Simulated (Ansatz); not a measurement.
This InP structure is the end of a relaxation. The cell was found from a structure generator's guess, not taken from experiment.

The calculation used DFT PBE, scalar-relativistic, plane waves, PAW (Ansatz). Cutoff 420 eV, Γ-centred mesh, Gaussian smearing, no spin polarisation.

```
CELL_PARAMETERS angstrom
3.88918 0.00000 0.00000
0.00000 3.88918 0.00000
0.00000 0.00000 2.88124
ATOMIC_POSITIONS crystal
In 0.50000 0.50000 0.50000
P 0.00000 0.00000 0.50000
```

Energies over the elements count from the elements' standard structures at the same level, with no fitted energy shifts. The references include black phosphorus.

Problem. Find its symmetry and describe it.

Solution. P4/mmm (No. 123). Conventional cell: a = 3.889 Å, c = 2.881 Å. In is surrounded by 4 P at 2.75 Å and 2 In at 2.88 Å; around P lie 4 In at 2.75 Å and 2 P at 2.88 Å.

Problem. How far does it lie from the elements in energy?

Solution. +0.23 eV/atom. The separate elements lie lower, so it is unstable against them.

Problem. Is it a metal?

Solution. Yes, bands cross the Fermi level on the 14×14×20 mesh.

The last run used a 14×14×20 mesh (in the run's order of axes) for its 2-atom cell and Gaussian smearing of 0.10 eV. The reference form of P is held partly by dispersion forces, which this level lacks. A structure relaxed within its symmetry needn't be a true minimum. Another cell of InP relaxed alike, in P6_3/mmc, lies 125 meV/atom lower, so this cell isn't the stable form at this level.
